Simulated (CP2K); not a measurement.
# Fitting the LDA energy curve of Nb

Symmetry: Pm-3m, No. 221, cubic system. The conventional cell has a = 2.720 Å, b = 2.720 Å, c = 2.720 Å, α = 90.00°, β = 90.00°, γ = 90.00°. Around Nb (site symmetry m-3m) lie 6 Nb at 2.72 Å.

This isn't the form of Nb at room conditions, which is bcc.

The cell was scaled at fixed shape and fractions and run with CP2K, GTH_POTENTIALS Nb GTH-PADE-q13; TZVP-MOLOPT-PBE-GTH basis; LDA, k mesh 10 × 10 × 10 on the cell of 1 atom, fermi-dirac occupations of 0.0259 eV, no spin polarisation, no spin-orbit coupling. Energies are those that the program minimises, any entropy of the smearing included. For a metal such a mesh isn't converged to the digits shown.

| V (Å³/atom) | energy over the lowest row (meV/atom) |
| --- | --- |
| 18.9087 | 0.00 |
| 19.3110 | 1.18 |
| 19.7133 | 9.65 |
| 20.1157 | 24.64 |
| 20.5180 | ? |
| 20.9203 | 71.42 |
| 21.3226 | 102.26 |

Task: Fit the third-order Birch-Murnaghan form, give V0, B0 and B′, and predict the energy left open.

Result: With y = (V0/V)^(2/3), E = E0 + (9 V0 B0/16) [(y - 1)³ B′ + (y - 1)² (6 - 4y)]. Least squares through the rows shown give V0 = 19.0443 Å³/atom, E0 = -0.46 meV, B0 = 146.1 GPa (1 eV/Å³ = 160.218 GPa) and B′ = 4.05, with a largest miss of 0.04 meV. At V = 20.5180 the form with these constants gives 45.39 meV; the run gave 45.40 meV an atom.
